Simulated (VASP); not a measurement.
# S in VASP: further runs

Aim: see how the results for S move with the level of theory and the settings. Levels: PBE+D3(BJ), PBE, RPBE. Tasks: relaxation of the atoms, single point.

Program: VASP 6.6.1. These are calculated values, not measurements. Logs are shortened: lines on timing, memory, paths and dates and some standing lists are left out, and cuts for length are marked.

## Step 1: The structure

The cell holds a molecule in a box, 1 atom: a = 10.500 Å, b = 11.000 Å, c = 11.500 Å, α = 90.00°, β = 90.00°, γ = 90.00°.

## Step 2: Relaxation of the atoms, PBE+D3(BJ), collinear spin, ferromagnetic start

The input, INCAR:

```
PREC = Accurate ; ENCUT = 400
EDIFF = 1E-6 ; ISMEAR = 0
SIGMA = 0.01 ; LREAL = False
LASPH = True ; NELM = 80
ALGO = Normal ; ISIF = 2
LWAVE = False ; LCHARG = False
ISPIN = 2 ; MAGMOM = 2.1
LORBIT = 11 ; NUPDOWN = 2
GGA = PE ; IVDW = 12
IBRION = 2 ; NSW = 120
EDIFFG = -0.03 ; ISYM = 0
```

The input, KPOINTS:

```
Automatic mesh
0
Gamma
  1 1 1
```

The input, POSCAR:

```
S
1.0
   10.5000000000      0.0000000000      0.0000000000
    0.0000000000     11.0000000000      0.0000000000
    0.0000000000      0.0000000000     11.5000000000
S
1
Selective dynamics
Direct
    0.5000000000      0.5045454545      0.5000000000  F F F
```

Potentials or basis: VASP PAW PBE potentials, release 64 (S).

Launch:

```sh
$ cat potpaw_PBE.64/S/POTCAR > POTCAR
$ mpirun -np 4 vasp_gam > vasp.out
```

OUTCAR:

```text
PREC = Accurate
   ENCUT = 400
   EDIFF = 1E-6
   ISMEAR = 0
   LREAL = False
   LASPH = True
   NELM = 80
   ISIF = 2
   ISPIN = 2
   LORBIT = 11
   NUPDOWN = 2
   GGA = PE
   IVDW = 12
   IBRION = 2
   NSW = 120
   EDIFFG = -0.03
   ISYM = 0
 IVDW          = 12

 ion  position               nearest neighbor table
   1  0.500  0.505  0.500-

IMPORTANT INFORMATION: All symmetrisations will be switched off!
NOSYMM: (Re-)initialisation of all symmetry stuff for point group C_1.

----------------------------------------------------------------------------------------

                                     Primitive cell

  volume of cell :    1328.2500

  direct lattice vectors                    reciprocal lattice vectors
    10.500000000  0.000000000  0.000000000     0.095238095  0.000000000  0.000000000
     0.000000000 11.000000000  0.000000000     0.000000000  0.090909091  0.000000000
     0.000000000  0.000000000 11.500000000     0.000000000  0.000000000  0.086956522

  length of vectors
    10.500000000 11.000000000 11.500000000     0.095238095  0.090909091  0.086956522

  position of ions in fractional coordinates (direct lattice)
     0.500000000  0.504545454  0.500000000

  ion indices of the primitive-cell ions
   primitive index   ion index
                 1           1

----------------------------------------------------------------------------------------

 KPOINTS: Automatic mesh

Automatic generation of k-mesh.
 Grid dimensions read from file:
 generate k-points for:    1    1    1

 Generating k-lattice:

  Cartesian coordinates                     Fractional coordinates (reciprocal lattice)
     0.095238095  0.000000000  0.000000000     1.000000000  0.000000000  0.000000000
     0.000000000  0.090909091  0.000000000     0.000000000  1.000000000  0.000000000
     0.000000000  0.000000000  0.086956522     0.000000000  0.000000000  1.000000000

  Length of vectors
     0.095238095  0.090909091  0.086956522

  Shift w.r.t. Gamma in fractional coordinates (k-lattice)
     0.000000000  0.000000000  0.000000000

 Subroutine IBZKPT returns following result:
 ===========================================

 Found      1 irreducible k-points:

 Following reciprocal coordinates:
            Coordinates               Weight
  0.000000  0.000000  0.000000      1.000000
   k-points           NKPTS =      1   k-points in BZ     NKDIM =      1   number of bands    NBANDS=      8
   number of dos      NEDOS =    301   number of ions     NIONS =      1
   total plane-waves  NPLWV = 403200
   dimension x,y,z NGX =    70 NGY =   72 NGZ =   80
   dimension x,y,z NGXF=   140 NGYF=  144 NGZF=  160
   ions per type =               1
   NGX,Y,Z   is equivalent  to a cutoff of  11.08, 10.88, 11.56 a.u.
   NGXF,Y,Z  is equivalent  to a cutoff of  22.17, 21.76, 23.13 a.u.
 SYSTEM =  unknown system
   PREC   = accura    normal or accurate (medium, high low for compatibility)
   ISTART =      0    job   : 0-new  1-cont  2-samecut
   ICHARG =      2    charge: 1-file 2-atom 10-const
   ISPIN  =      2    spin polarized calculation?
   LNONCOLLINEAR =      F non collinear calculations
   LSORBIT =      F    spin-orbit coupling
   LASPH  =      T    aspherical Exc in radial PAW
   ENCUT  =  400.0 eV  29.40 Ry    5.42 a.u.  17.12 17.94 18.75*2*pi/ulx,y,z
   NELM   =     80;   NELMIN=  2; NELMDL= -5     # of ELM steps
   EDIFF  = 0.1E-05   stopping-criterion for ELM
   LREAL  =      F    real-space projection
   EDIFFG = -.3E-01   stopping-criterion for IOM
   NSW    =    120    number of steps for IOM
   IBRION =      2    ionic relax: 0-MD 1-quasi-New 2-CG
   NFREE  =      1    steps in history (QN), initial steepest desc. (CG)
   ISIF   =      2    stress and relaxation
   ISYM   =      0    0-nonsym 1-usesym 2-fastsym
   POTIM  = 0.5000    time-step for ionic-motion
   TEBEG  =    0.0;   TEEND  =   0.0 temperature during run
   PSTRESS=    0.0 pullay stress
   NELECT =       6.0000    total number of electrons
   NUPDOWN=       2.0000    fix difference up-down
   EMIN   =  10.00;   EMAX   =-10.00  energy-range for DOS
   EFERMI =   0.00;   METHOD = LEGACY
   ISMEAR =     0;   SIGMA  =   0.01  broadening in eV -4-tet -1-fermi 0-gaus
   EFERMI_NEDOS =   21; number of points for ismear=-14 and -15
   IALGO  =     38    algorithm
   IMIX   =      4    mixing-type and parameters
     AMIX     =   0.40;   BMIX     =  1.00
     AMIX_MAG =   1.60;   BMIX_MAG =  1.00
  volume/ion in A,a.u.               =    1328.25      8963.47
  Fermi-wavevector in a.u.,A,eV,Ry     =   0.270623  0.511404  0.996450  0.073237
  Thomas-Fermi vector in A             =   1.109268
   LORBIT       =     11    0 simple, 1 ext, 2 COOP (PROOUT), +10 PAW based schemes
   GGA     = PE    functional components
   LHFCALC =     F    Hartree Fock is set to
   AEXX    =    0.0000 exact exchange contribution
   IVDW    =    12    specifies the selected vdW correction
   LEPSILON=     F    determine dielectric tensor
   LRPA    =     F    only Hartree local field effects (RPA)
 conjugate gradient relaxation of ions
 spin polarized calculation
 Gauss-broadening in eV      SIGMA  =   0.01
  energy-cutoff  :      400.00
  volume of cell :     1328.25
 maximum number of plane-waves:     12033
 NGX is ok and might be reduce to    70
   NGX = 35   NGY = 35   NGZ = 37

 number of electron       6.0000000 magnetization       2.0000141

 Free energy of the ion-electron system (eV)
  ---------------------------------------------------
  ext. energy  EPLUGINS =         0.00000000
  ---------------------------------------------------
  free energy    TOTEN  =        -0.87793658 eV

  energy without entropy =       -0.87022346  energy(sigma->0) =       -0.87408002

 E-fermi :  -5.8183     XC(G=0):  -0.5582

 val. band max:       -7.5361178751   @ k =   0.0000   0.0000   0.0000
 cond. band min:      -5.8153050313   @ k =   0.0000   0.0000   0.0000
 fundamental gap:      1.7208128438
 Fermi energy:        -7.4827483504

 spin component 1

 k-point     1 :       0.0000    0.0000    0.0000
  band No.  band energies     occupation
      1     -17.8447      1.00000
      2      -7.5363      1.00000
      3      -7.5362      1.00000
      4      -7.5361      1.00000
      5      -0.4734      0.00000
      6       0.8019      0.00000
      7       0.8119      0.00000
      8       0.9007      0.00000
 Fermi energy:        -5.8183458790

 spin component 2

 k-point     1 :       0.0000    0.0000    0.0000
  band No.  band energies     occupation
      1     -15.9725      1.00000
      2      -5.8153      0.33358
      3      -5.8153      0.33351
      4      -5.8153      0.33291
      5      -0.2966      0.00000
      6       0.9187      0.00000
      7       0.9421      0.00000
      8       1.0439      0.00000

------------------------ aborting loop because EDIFF is reached ----------------------------------------

 Edisp (eV)   -0.00021

 E8    (eV) :    -0.0000

  FORCE on cell =-STRESS in cart. coord.  units (eV):
  Direction    XX          YY          ZZ          XY          YZ          ZX
  --------------------------------------------------------------------------------------
  -------------------------------------------------------------------------------------
  Total      -0.00463    -0.00788    -0.00871    -0.00005     0.00013     0.00027
  in kB      -0.00558    -0.00951    -0.01051    -0.00006     0.00016     0.00033
  external pressure =       -0.01 kB  Pullay stress =        0.00 kB

 VOLUME and BASIS-vectors are now :
 -----------------------------------------------------------------------------
  energy-cutoff  :      400.00
  volume of cell :     1328.25
      direct lattice vectors                 reciprocal lattice vectors
    10.500000000  0.000000000  0.000000000     0.095238095  0.000000000  0.000000000
     0.000000000 11.000000000  0.000000000     0.000000000  0.090909091  0.000000000
     0.000000000  0.000000000 11.500000000     0.000000000  0.000000000  0.086956522

 POSITION                                       TOTAL-FORCE (eV/Angst)
 -----------------------------------------------------------------------------------
      5.25000      5.55000      5.75000        -0.000000      0.000274      0.000000
 -----------------------------------------------------------------------------------
    total drift:                               -0.000000      0.000274      0.000000

  FREE ENERGIE OF THE ION-ELECTRON SYSTEM (eV)
  ---------------------------------------------------
  free  energy   TOTEN  =        -0.8781439547 eV

  energy  without entropy=       -0.8704308413  energy(sigma->0) =       -0.87428740

 reached required accuracy - stopping structural energy minimisation

 total charge

# of ion       s       p       d       tot
------------------------------------------
    1        1.400   2.093   0.000   3.493

 magnetization (x)

# of ion       s       p       d       tot
------------------------------------------
    1        0.024   1.092   0.000   1.116
```

It took 38 s on 4 MPI ranks of Intel Xeon 6975P-C (Granite Rapids), shared host; peak memory 0.38 GiB.

What came out:

```yaml
Free_energy: -0.8781 eV
Net_moment: 2.00 μB per cell
Site_moments: S +1.12 μB
Valence_electrons_inside_the_program's_atomic_spheres: S 3.49
Dispersion_energy_per_atom: 0.000 eV
```

Final structure:
```yaml
crystal:
  lattice:
    - [10.50000, 0.00000, 0.00000]
    - [0.00000, 11.00000, 0.00000]
    - [0.00000, 0.00000, 11.50000]
  atoms:
    - { symbol: S, position: [0.50000, 0.50455, 0.50000] }
```

Caveat: the relaxation stopped at its first step, so nothing moved; the total moment is fixed, so each spin has its own Fermi level.

## Step 3: Single point, PBE, collinear spin, ferromagnetic start

The input, INCAR:

```
SYSTEM = S
PREC = Accurate ; ENCUT = 400
EDIFF = 1E-6 ; ISMEAR = 0
SIGMA = 0.01 ; LREAL = .False.
LASPH = .True. ; NELM = 80
ALGO = Normal ; ISIF = 2
LWAVE = .False. ; LCHARG = .False.
ISPIN = 2 ; MAGMOM = 2.1
LORBIT = 11 ; NUPDOWN = 2
GGA = PE ; ISYM = 0
```

The input, KPOINTS:

```
Automatic mesh
0
Gamma
  1 1 1
  0 0 0
```

The input, POSCAR:

```
S                                       
1.0
   10.5000000000      0.0000000000      0.0000000000
    0.0000000000     11.0000000000      0.0000000000
    0.0000000000      0.0000000000     11.5000000000
  S             
     1
Selective dynamics
Direct
     0.5000000000000000    0.5045454544999970    0.5000000000000000   F   F   F
```

Potentials or basis: VASP PAW PBE potentials, release 64 (S).

Launch:

```sh
$ cat potpaw_PBE.64/S/POTCAR > POTCAR
$ mpirun -np 4 vasp_gam > vasp.out
```

It took 37 s on 4 MPI ranks of Intel Xeon 6975P-C (Granite Rapids), shared host; peak memory 0.36 GiB.

The run converged. Its results:

- Free energy: -0.8779 eV
- Net moment: 2.00 μB per cell
- Site moments: S +1.12 μB
- Valence electrons inside the program's atomic spheres: S 3.49

Caveat: the total moment is fixed, so each spin has its own Fermi level.

## Step 4: Single point, RPBE, collinear spin, ferromagnetic start

Edit INCAR of step 3 so:

```diff
@@ -9,2 +9,2 @@
 LORBIT = 11 ; NUPDOWN = 2
-GGA = PE ; ISYM = 0
+GGA = RP ; ISYM = 0
```

KPOINTS is that of step 3.

POSCAR is that of step 3.

Potentials or basis: VASP PAW PBE potentials, release 64 (S).

Launch:

```sh
$ cat potpaw_PBE.64/S/POTCAR > POTCAR
$ mpirun -np 4 vasp_gam > vasp.out
```

OUTCAR:

```text
SYSTEM = S
   PREC = Accurate
   ENCUT = 400
   EDIFF = 1E-6
   ISMEAR = 0
   LREAL = .False.
   LASPH = .True.
   NELM = 80
   ISIF = 2
   ISPIN = 2
   LORBIT = 11
   NUPDOWN = 2
   GGA = RP
   ISYM = 0

 ion  position               nearest neighbor table
   1  0.500  0.505  0.500-

IMPORTANT INFORMATION: All symmetrisations will be switched off!
NOSYMM: (Re-)initialisation of all symmetry stuff for point group C_1.

----------------------------------------------------------------------------------------

                                     Primitive cell

  volume of cell :    1328.2500

  direct lattice vectors                    reciprocal lattice vectors
    10.500000000  0.000000000  0.000000000     0.095238095  0.000000000  0.000000000
     0.000000000 11.000000000  0.000000000     0.000000000  0.090909091  0.000000000
     0.000000000  0.000000000 11.500000000     0.000000000  0.000000000  0.086956522

  length of vectors
    10.500000000 11.000000000 11.500000000     0.095238095  0.090909091  0.086956522

  position of ions in fractional coordinates (direct lattice)
[... 119 lines left out ...]
      6       0.7669      0.00000
      7       0.7996      0.00000
      8       0.8538      0.00000
 Fermi energy:        -5.8683054626

 spin component 2

 k-point     1 :       0.0000    0.0000    0.0000
  band No.  band energies     occupation
      1     -15.8525      1.00000
      2      -5.8683      0.50040
      3      -5.8683      0.49960
      4      -5.3837      0.00000
      5      -0.3439      0.00000
      6       0.8873      0.00000
      7       0.9296      0.00000
      8       0.9839      0.00000

------------------------ aborting loop because EDIFF is reached ----------------------------------------

  FORCE on cell =-STRESS in cart. coord.  units (eV):
  Direction    XX          YY          ZZ          XY          YZ          ZX
  --------------------------------------------------------------------------------------
  -------------------------------------------------------------------------------------
  Total       -0.0093824     -0.0038334     -0.0083700     -0.0000076     -0.0000347      0.0000017
  in kB       -0.0113174     -0.0046240     -0.0100962     -0.0000091     -0.0000419      0.0000021
  external PRESSURE =      -0.0086792 kB  Pullay stress =       0.0000000 kB

 VOLUME and BASIS-vectors are now :
 -----------------------------------------------------------------------------
  energy-cutoff  :      400.00
  volume of cell :     1328.25
      direct lattice vectors                 reciprocal lattice vectors
    10.500000000  0.000000000  0.000000000     0.095238095  0.000000000  0.000000000
     0.000000000 11.000000000  0.000000000     0.000000000  0.090909091  0.000000000
     0.000000000  0.000000000 11.500000000     0.000000000  0.000000000  0.086956522

 POSITION                                       TOTAL-FORCE (eV/Angst)
 -----------------------------------------------------------------------------------
      5.25000      5.55000      5.75000         0.000000      0.000292      0.000000
 -----------------------------------------------------------------------------------
    total drift:                                0.000000      0.000292      0.000000

  FREE ENERGIE OF THE ION-ELECTRON SYSTEM (eV)
  ---------------------------------------------------
  free  energy   TOTEN  =        -0.9724431327 eV

  energy  without entropy=       -0.9668012397  energy(sigma->0) =       -0.96962219

 total charge

# of ion       s       p       d       tot
------------------------------------------
    1        1.402   2.100   0.000   3.502

 magnetization (x)

# of ion       s       p       d       tot
------------------------------------------
    1        0.025   1.096   0.000   1.122
```

OSZICAR:

```text
N       E                     dE             d eps       ncg     rms          rms(c)
DAV:   1     0.381433442759E+02    0.38143E+02   -0.75033E+02    32   0.231E+02
DAV:   2     0.140576219354E+02   -0.24086E+02   -0.24086E+02    64   0.324E+01
[... 27 lines left out ...]
DAV:  30    -0.972433024524E+00   -0.87611E-05   -0.52281E-06    56   0.373E-03    0.217E-02
DAV:  31    -0.972437817692E+00   -0.47932E-05   -0.18235E-07    48   0.245E-03    0.231E-03
DAV:  32    -0.972439779701E+00   -0.19620E-05   -0.59623E-08    56   0.115E-03    0.124E-03
DAV:  33    -0.972441807146E+00   -0.20274E-05   -0.10602E-07    56   0.980E-04    0.312E-03
DAV:  34    -0.972442831800E+00   -0.10247E-05   -0.37170E-08    64   0.115E-03    0.706E-04
DAV:  35    -0.972443132718E+00   -0.30092E-06   -0.11729E-08    64   0.665E-04
   1 F= -.97244313E+00 E0= -.96962219E+00  d E =-.564189E-02  mag=     2.0000
```

It took 32 s on 4 MPI ranks of Intel Xeon 6975P-C (Granite Rapids), shared host; peak memory 0.37 GiB.

What came out:

```
Free energy                                           : -0.9724 eV
Net moment                                            : 2.00 μB per cell
Site moments                                          : S +1.12 μB
Valence electrons inside the program's atomic spheres : S 3.50
```

Caveat: the PAW data sets were made with another functional, which shifts forces and pressure a little; the total moment is fixed, so each spin has its own Fermi level.

## Step 5: Summary

| task | level | cell | atoms held fixed (from 0) | moment (μB) |
| --- | --- | --- | --- | --- |
| relaxation of the atoms | PBE+D3(BJ) | atoms relaxed | [0] | 2.00 |
| single point | PBE | as given | - | 2.00 |
| single point | RPBE | as given | - | 2.00 |

Alike in all rows: potentials or basis VASP PAW PBE potentials, release 64 (S); spin collinear, ferromagnetic start; fixed moment (μB) 2; k mesh 1 × 1 × 1; cutoff (eV) 400; smearing gaussian 0.01 eV.

Caveats: the total moment is fixed, so each spin has its own Fermi level; the relaxation stopped at its first step, so nothing moved (some runs); the PAW data sets were made with another functional, which shifts forces and pressure a little (some runs).

Absolute energies hang on the potentials; compare differences alone.
